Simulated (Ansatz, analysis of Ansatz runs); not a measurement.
**Reproducing a measured local vibrational mode: N-H pair in ZnO**

Aim: the local vibrational mode of the N-H pair in ZnO, to be set beside the measurement. Set-up: HSE06, 32-site cell, PBE lattice, 420 eV, k: the zone centre alone, anharmonic cut. The model is a cell of 32 host atoms with N put on another atom's site and H put in between. The frequencies come from force constants among the defect atom and its neighbours, with the masses of the isotopes named. Exact exchange opens the gap, stiffens bonds and lessens the self-interaction error, at many times the cost.

What was measured. N-H stretch, 1H: 3150.6 cm⁻¹, by FTIR absorption (quoted in “Hydrogen-related defects in hydrothermally grown ZnO studied by Fourier Transform Infrared Spectroscopy”, 2010, Halvard Haug, quoting earlier work (2007)). N-D stretch, 2H: 2339.7 cm⁻¹, by FTIR absorption (quoted in “Hydrogen-related defects in hydrothermally grown ZnO studied by Fourier Transform Infrared Spectroscopy”, 2010, Halvard Haug, quoting earlier work (2007)). The runs below try to reproduce this.

Main program and level: Ansatz 0.2.0; plane-wave PAW DFT, HSE06; relaxation of all atoms of a defect supercell.

This is a report of a sequence of runs, with most program output left out.

### Step 1. The structure

The cell holds 33 atoms: 16 Zn, 15 O, 1 N and 1 H. Its edges and angles: a = 6.559 Å, b = 6.559 Å, c = 10.587 Å, α = 90.0°, β = 90.0°, γ = 120.0°. It derives from ZnO (space group P6_3mc). Nearest the centre at fractional (0.753, 0.377, 0.424): N20 at 0.52 Å, H33 at 0.52 Å, Zn30 at 1.88 Å, Zn22 at 1.88 Å, Zn17 at 1.90 Å, Zn6 at 2.52 Å, O12 at 2.87 Å, O4 at 2.87 Å.

The host's primitive cell comes from a first run (plane-wave PAW DFT, PBE; relaxation of the host's cell and atoms): vectors of 3.280, 3.280 and 5.293 Å. That is 12.33 Å³ an atom, 3.6 % over the diffraction cell's volume. The supercell is built on it.

### Step 2. Relaxation, charge 0

Every later number rests on the structure around the defect, so the atoms are relaxed at the host's lattice first.

Contents of relax/input.yaml:

```yaml
relax:
  f_tol: 0.01
  max_steps: 80
  random_displacement: { amplitude: 0.02, seed: 483 }
crystal:
  lattice:
    - [6.55903995, 0.0, 0.0]
    - [-3.27951997, 5.68029522, 0.0]
    - [0.0, 0.0, 10.58650209]
  atoms:
    - { symbol: Zn, position: [0.166666667, 0.333333333, 0.249983552] }
    - { symbol: Zn, position: [0.333333333, 0.166666667, -1.6448e-05] }
    - { symbol: O, position: [0.333333333, 0.166666667, 0.189521448] }
    - { symbol: O, position: [0.166666667, 0.333333333, 0.439521448] }
    - { symbol: Zn, position: [0.166666667, 0.333333333, 0.749983552] }
    - { symbol: Zn, position: [0.333333333, 0.166666667, 0.499983552] }
    - { symbol: O, position: [0.333333333, 0.166666667, 0.689521448] }
    - { symbol: O, position: [0.166666667, 0.333333333, 0.939521448] }
    - { symbol: Zn, position: [0.166666667, 0.833333333, 0.249983552] }
    - { symbol: Zn, position: [0.333333333, 0.666666667, -1.6448e-05] }
    - { symbol: O, position: [0.333333333, 0.666666667, 0.189521448] }
    - { symbol: O, position: [0.166666667, 0.833333333, 0.439521448] }
    - { symbol: Zn, position: [0.166666667, 0.833333333, 0.749983552] }
    - { symbol: Zn, position: [0.333333333, 0.666666667, 0.499983552] }
    - { symbol: O, position: [0.333333333, 0.666666667, 0.689521448] }
    - { symbol: O, position: [0.166666667, 0.833333333, 0.939521448] }
    - { symbol: Zn, position: [0.666666667, 0.333333333, 0.249983552] }
    - { symbol: Zn, position: [0.833333333, 0.166666667, -1.6448e-05] }
    - { symbol: O, position: [0.833333333, 0.166666667, 0.189521448] }
    - { symbol: "N", position: [0.666666667, 0.333333333, 0.439521448] }
    - { symbol: Zn, position: [0.666666667, 0.333333333, 0.749983552] }
    - { symbol: Zn, position: [0.833333333, 0.166666667, 0.499983552] }
    - { symbol: O, position: [0.833333333, 0.166666667, 0.689521448] }
    - { symbol: O, position: [0.666666667, 0.333333333, 0.939521448] }
    - { symbol: Zn, position: [0.666666667, 0.833333333, 0.249983552] }
    - { symbol: Zn, position: [0.833333333, 0.666666667, -1.6448e-05] }
    - { symbol: O, position: [0.833333333, 0.666666667, 0.189521448] }
    - { symbol: O, position: [0.666666667, 0.833333333, 0.439521448] }
    - { symbol: Zn, position: [0.666666667, 0.833333333, 0.749983552] }
    - { symbol: Zn, position: [0.833333333, 0.666666667, 0.499983552] }
    - { symbol: O, position: [0.833333333, 0.666666667, 0.689521448] }
    - { symbol: O, position: [0.666666667, 0.833333333, 0.939521448] }
    - { symbol: H, position: [0.840164002, 0.420081998, 0.408034448] }
basis:
  ecutwfc: 420
  xc_grid: 2
hamiltonian:
  xc: hse06
kpoints:
  mp_grid: { grid: [1, 1, 1] }
scf:
  occupations: { method: fermi_dirac, width: 0.01 }
  max_iter: 120
output:
  forces: true
checkpoint:
  write: "../relax.run"
  compress: false
  write_wavefunctions: true
  write_every: 100000
```

The run is started by

```bash
$ ansatz run input.yaml --threads 4 --pin off --max-ram 7536MiB --backend cpu --events-out ev --progress --plain --runs-dir out
```

Run time: 2.6 min. Hardware: 4 threads of Arm Neoverse V2, shared host; peak memory 0.91 GiB.

Step by step:

```csv
step,energy less that of the first step (eV),largest force component (eV/Å)
1,0.0000,2.1332
2,-0.3195,1.1167
3,-0.4592,0.4413
4,-0.4648,0.1193
5,-0.4705,0.0385
6,-0.4708,0.0125
7,-0.4708,0.0014
```

The atoms that moved most (Å, from the sites as typed, ahead of the random displacement, the mean shift of all atoms taken out):

```csv
atom,dx,dy,dz,length
N20,0.207,0.119,-0.103,0.260
H33,0.184,0.106,-0.094,0.232
Zn22,0.010,-0.086,0.090,0.125
Zn30,-0.070,0.051,0.090,0.125
Zn17,-0.076,-0.044,-0.084,0.121
Zn6,0.073,0.042,-0.022,0.087
O7,0.056,0.032,-0.048,0.080
O3,-0.058,-0.033,-0.042,0.079
```

The atoms nearest to the centre after the run:

```csv
atom,distance (Å)
N20,0.265
H33,0.748
Zn30,1.982
Zn22,1.985
Zn17,2.010
Zn6,2.435
O12,2.901
O4,2.903
```

Neighbours of the added atoms: H33: N20 1.01, Zn22 2.09, Zn30 2.09 Å.

This step gave:

```yaml
free_energy: -62013.4808 eV
```

The relaxation ends 14 meV an atom lower than the displaced start, with a largest force component of 0.0014 eV/Å.

### Step 3. Local vibrational modes

A local mode lives on the defect and the atoms next to it, so only the sites listed in the input are displaced, which costs far fewer SCF runs than the whole cell would.

This step: plane-wave PAW DFT, HSE06; finite-displacement force constants among the atoms nearest to a defect, the others at rest.

Contents of modes/input.yaml:

```yaml
crystal:
  lattice:
    - [6.55903995, 0.0, 0.0]
    - [-3.27951997, 5.68029522, 0.0]
    - [0.0, 0.0, 10.58650209]
  atoms:
    - { symbol: Zn, position: [0.156729864, 0.32626812, 0.252004784] }
    - { symbol: Zn, position: [0.330006443, 0.164732253, -0.001206969] }
    - { symbol: O, position: [0.320970736, 0.160212478, 0.185645329] }
    - { symbol: O, position: [0.167376991, 0.325513326, 0.440841442] }
    - { symbol: Zn, position: [0.171019085, 0.332660399, 0.750260686] }
    - { symbol: Zn, position: [0.347587318, 0.173501651, 0.497946173] }
    - { symbol: O, position: [0.344064204, 0.17175823, 0.685045214] }
    - { symbol: O, position: [0.165560974, 0.332331992, 0.937356728] }
    - { symbol: Zn, position: [0.156725688, 0.829910383, 0.252001645] }
    - { symbol: Zn, position: [0.327112049, 0.663282748, 0.003720177] }
    - { symbol: O, position: [0.323656169, 0.661553718, 0.19198025] }
    - { symbol: O, position: [0.167389576, 0.841293702, 0.440833738] }
    - { symbol: Zn, position: [0.171026778, 0.837812698, 0.750264687] }
    - { symbol: Zn, position: [0.324386826, 0.661903231, 0.501074076] }
    - { symbol: O, position: [0.330468514, 0.664958399, 0.688214477] }
    - { symbol: O, position: [0.16556354, 0.832686582, 0.937358189] }
    - { symbol: Zn, position: [0.650646273, 0.325064678, 0.242125461] }
    - { symbol: Zn, position: [0.832042597, 0.163964336, -0.000355337] }
    - { symbol: O, position: [0.827610686, 0.160769417, 0.185770452] }
    - { symbol: "N", position: [0.708091488, 0.353774206, 0.429864634] }
    - { symbol: Zn, position: [0.673076435, 0.336269603, 0.7524806] }
    - { symbol: Zn, position: [0.826619362, 0.150923074, 0.508575999] }
    - { symbol: O, position: [0.83507195, 0.162079345, 0.694778238] }
    - { symbol: O, position: [0.665384763, 0.332425171, 0.939664888] }
    - { symbol: Zn, position: [0.660208167, 0.829840689, 0.25121043] }
    - { symbol: Zn, position: [0.83204513, 0.667542596, -0.000356011] }
    - { symbol: O, position: [0.827610132, 0.666316396, 0.185766543] }
    - { symbol: O, position: [0.654712097, 0.827076515, 0.439915632] }
    - { symbol: Zn, position: [0.66061657, 0.830029387, 0.755571401] }
    - { symbol: Zn, position: [0.826630598, 0.675134339, 0.508569349] }
    - { symbol: O, position: [0.835084394, 0.672453333, 0.694774515] }
    - { symbol: O, position: [0.658884562, 0.829173953, 0.941492484] }
    - { symbol: H, position: [0.876973808, 0.438176633, 0.399233008] }
basis:
  ecutwfc: 420
  xc_grid: 2
hamiltonian:
  xc: hse06
kpoints:
  mp_grid: { grid: [1, 1, 1] }
scf:
  occupations: { method: fermi_dirac, width: 0.01 }
  max_iter: 120
output: {}
checkpoint:
  read: "../relax.run"
phonons:
  supercell: [1, 1, 1]
  displaced_sites: [19, 32]
```

The job ended after 5.1 min (4 threads; peak memory 0.96 GiB).

This step gave:

* free energy: -62013.4808 eV

The modes with the largest weight on the probed atoms (the light atom of a pair), for the masses of each isotope. Modes of the displaced atoms (local only where they lie over the host's phonons):

```csv
isotopes,mode (cm⁻¹),share of the defect atoms
H,3523,0.934
H,830,0.999
H,780.5,0.988
D,2574,0.875
D,587.8,0.992
D,558.4,0.917
```

### Step 4. Point 1 along the mode

A light atom samples the curved part of its well, so the energy is mapped along the mode and the one-dimensional Schrödinger equation solved on it.

This step: plane-wave PAW DFT, HSE06; single point of a defect supercell.

cut0/input.yaml, as its differences from modes/input.yaml of step 3:

```diff
@@ -25,3 +25,3 @@
     - { symbol: O, position: [0.827610686, 0.160769417, 0.185770452] }
-    - { symbol: "N", position: [0.708091488, 0.353774206, 0.429864634] }
+    - { symbol: "N", position: [0.711458952, 0.355457181, 0.429269517] }
     - { symbol: Zn, position: [0.673076435, 0.336269603, 0.7524806] }
@@ -38,3 +38,3 @@
     - { symbol: O, position: [0.658884562, 0.829173953, 0.941492484] }
-    - { symbol: H, position: [0.876973808, 0.438176633, 0.399233008] }
+    - { symbol: H, position: [0.829728102, 0.414564577, 0.407573914] }
 basis:
@@ -49,7 +49,5 @@
   max_iter: 120
-output: {}
+output:
+  forces: true
 checkpoint:
   read: "../relax.run"
-phonons:
-  supercell: [1, 1, 1]
-  displaced_sites: [19, 32]
```

It took 23 s on 4 threads; peak memory 0.92 GiB; 80 s of CPU time.

Read from the output:

| Item | Value |
| --- | --- |
| free energy | -62009.3625 eV |

The other runs of this kind differ in structure, charge or spin alone:

```csv
run,outcome,energy less the first (eV),moment (μB),time
point 1 along the mode,converged,0.0000,0.00,23 s
point 2 along the mode,converged,-2.3343,0.00,28 s
point 3 along the mode,converged,-3.4229,0.00,30 s
point 4 along the mode,converged,-3.9728,0.00,30 s
point 5 along the mode,converged,-4.0137,0.00,30 s
point 6 along the mode,converged,-3.7597,0.00,30 s
point 7 along the mode,converged,-3.4460,0.00,30 s
point 8 along the mode,converged,-3.0422,0.00,27 s
point 9 along the mode,converged,-2.6217,0.00,33 s
```

### Step 5. Anharmonic fundamental

Analysis of the runs above: one-dimensional Schroedinger equation on a polynomial through HSE06 energies along the local mode.

It gives:

```
stretch            : 3375 cm⁻¹
stretch d          : 2490 cm⁻¹
stretch harmonic   : 3523 cm⁻¹
stretch d harmonic : 2574 cm⁻¹
```

Energy against normal coordinate:

```csv
normal coordinate (amu½ Å),energy (eV)
-0.293,4.12
-0.215,1.78
-0.147,0.695
-0.073,0.146
0.000,0
0.073,0.105
0.147,0.359
0.215,0.672
0.293,1.08
0.372,1.50
```

### Step 6. What came out

| Item | Value |
| --- | --- |
| distance from the defect atom to its nearest neighbour | 1.013 Å |
| N-H stretch, 1H | 3375 cm⁻¹ |
| N-D stretch, 2H | 2490 cm⁻¹ |
| time of the whole chain | 12 min on 4 threads |

What this shows: N-H stretch, 1H: computed 3375 cm⁻¹, measured 3150.6 cm⁻¹; 224 cm⁻¹ (7 %) above the measurement. N-D stretch, 2H: computed 2490 cm⁻¹, measured 2339.7 cm⁻¹; 150 cm⁻¹ (6 %) above the measurement. The anharmonic cut moves the N-H stretch, 1H from 3523 to 3375 cm⁻¹; a straight cut leaves out the coupling to the other modes. Only the named neighbours move, so modes near the host's band are approximate. Limits: the zone centre alone is a coarse sampling for this cell; the periodic copies of the defect are only 6.6 Å apart.

[Logs are printed without paths, hosts, clocks, repeated set-up lines and the standing remarks that a program may print on its own settings, such as how far it seeks lower states.]

[Hosts, paths, dates, database ids (printed as entryN), source tags and the programs' standing remarks are cut or masked in the printed files.]

[For some hosts the program warned that the k-mesh of the response run may be too coarse for force constants and the static dielectric constant; such warnings are not shown here.]
